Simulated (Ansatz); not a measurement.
# AlN (P6_3mc), ideal shear of a crystal plane

Method: Ansatz 0.2.0, DFT r2SCAN, scalar-relativistic, plane waves, PAW. Cutoff 500 eV, Γ-centred 8×8×3 k-points, Gaussian smearing of 0.05 eV. No spin polarisation. Energies are free energies at this smearing, counted from the undisturbed cell; pressure is positive in compression.

The undisturbed cell (relaxed at this level):

```
Al N
1.0
    -3.10667    0.00000    0.00000
    -1.55333   -2.69045    0.00000
     0.00000    0.00000    9.95681
Al N
4 4
Direct
  0.33333 0.33333 0.90460
  0.33333 0.33333 0.40460
  0.66667 0.66667 0.15460
  0.66667 0.66667 0.65460
  0.33333 0.33333 0.09540
  0.33333 0.33333 0.59540
  0.66667 0.66667 0.34540
  0.66667 0.66667 0.84540
```

The cut lies on the cell's a–b face, a (0 0 1) plane (indices in the standard cell, whose axes needn't be the Cartesian ones shown) of area 8.36 Å², between layers 1.90 Å apart. Vector c is tilted by f times 1·a + 1·b (length 5.381 Å) with the atoms' Cartesian places fixed: one unrelaxed fault a cell. The traction is dγ/du, the slope of γ against the slip u in Å.

| f | γ (mJ/m²) | traction (GPa) |
| --- | --- | --- |
| 0.0000 | 0 | 0.0 |
| 0.0833 | 497 | 22.0 |
| 0.1667 | 1866 | 36.5 |
| 0.2500 | 3435 | 28.9 |
| 0.3333 | 4119 | 0.0 |
| 0.4167 | 3632 | -16.6 |
| 0.5000 | 3044 | -6.9 |
| 0.5833 | 3040 | 4.9 |
| 0.6667 | 3221 | 0.0 |
| 0.7500 | 2832 | -18.2 |
| 0.8333 | 1687 | -29.9 |
| 0.9167 | 479 | -20.7 |

**Question.** Read off the first barrier and the stress needed to climb it, and compare with Frenkel's sinusoid.

**Answer.** The first sampled maximum lies at f = 0.333, a slip of 1.79 Å, with γ ≈ 4119 mJ/m², which stands in for the unstable fault energy γ_us, and the steepest sampled slope before it is 36.5 GPa. A sinusoid γ = γ_us sin²(πu/λ) with its maximum there has λ = 3.59 Å and a largest slope πγ_us/λ = 36.1 GPa (1 mJ/m² per Å = 0.01 GPa). The stand-in is too high: a rotation axis of order three or more passes through this point, so the curvature is the same in every direction of the plane and the point is a peak of the γ-surface, which slip goes round.

**Question.** Is there a metastable fault on this line?

**Answer.** The samples dip to a local minimum of 3040 mJ/m² at f = 0.583. It lies off the rotation axes, between two maxima that lie on them, so it is most likely the pass between two peaks of the γ-surface: a saddle for slip across the line, a better estimate of γ_us, and no metastable fault.

The cut is rigid; relaxing the faces lowers these energies and usually the stresses.

Cost: 12 runs of about 5.1 core-minutes in all, on Arm Neoverse V1 (shared hosts).